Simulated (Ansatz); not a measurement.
# CdTe, one cell by several methods

```
CELL_PARAMETERS angstrom
3.03464 -3.06366 0.00000
3.03464 3.06366 0.00000
0.00000 0.00000 6.09065
ATOMIC_POSITIONS crystal
Cd 0.27703 0.72297 0.75000
Cd 0.72297 0.27703 0.25000
Te 0.76614 0.23386 0.75000
Te 0.23386 0.76614 0.25000
```

Atoms are numbered in the order listed.

The cell is the one relaxed in the Materials Project (mp-1066480), not relaxed further here; entries there can be hypothetical. The listed cell was then made from it by scaling, straining or moving an atom.

No spin–orbit coupling, which matters for the heavy atoms here.

All numbers are computed: DFT, PBEsol, PAW with Ansatz's default frozen-core files, scalar-relativistic (Ansatz 0.2.0); DFT, PBEsol, all-electron PAW with datasets made for the crystal, scalar-relativistic (Ansatz 0.2.0); DFT, PBEsol, all-electron LAPW, scalar-relativistic (Ansatz 0.2.0).

For PAW: a Γ-centred 9×9×6 k mesh, Fermi–Dirac smearing of 0.05 eV, cutoff 420 eV, no spin polarisation; the PAW files were made with PBE, and the program remakes their frozen cores for this functional. The crystal-made all-electron datasets (AE datasets) take a cutoff of 240 eV at this cell. LAPW targets a basis error of 1 meV/atom. The Ansatz runs share mesh, smearing and spin set-up. Plane-wave (PAW) pressures include the program's estimate of the Pulay term.

Stress and pressure are positive in compression.

The change that made this cell: equal xx and yy strain of -1 %.

| quantity | PAW | AE datasets | LAPW |
| --- | --- | --- | --- |
| pressure (GPa) | -2.39 | -2.38 | -2.38 |
| stress xx (GPa) | -2.33 | -2.32 | -2.31 |
| stress yy (GPa) | -2.42 | -2.42 | -2.41 |
| stress zz (GPa) | -2.43 | -2.42 | -2.41 |
| force on Cd1, y (eV/Å) | 0.055 | 0.055 | 0.055 |
| force on Te3, y (eV/Å) | 0.039 | 0.039 | 0.039 |

PAW's pressure differs from the LAPW value by about 0.01 GPa or less.
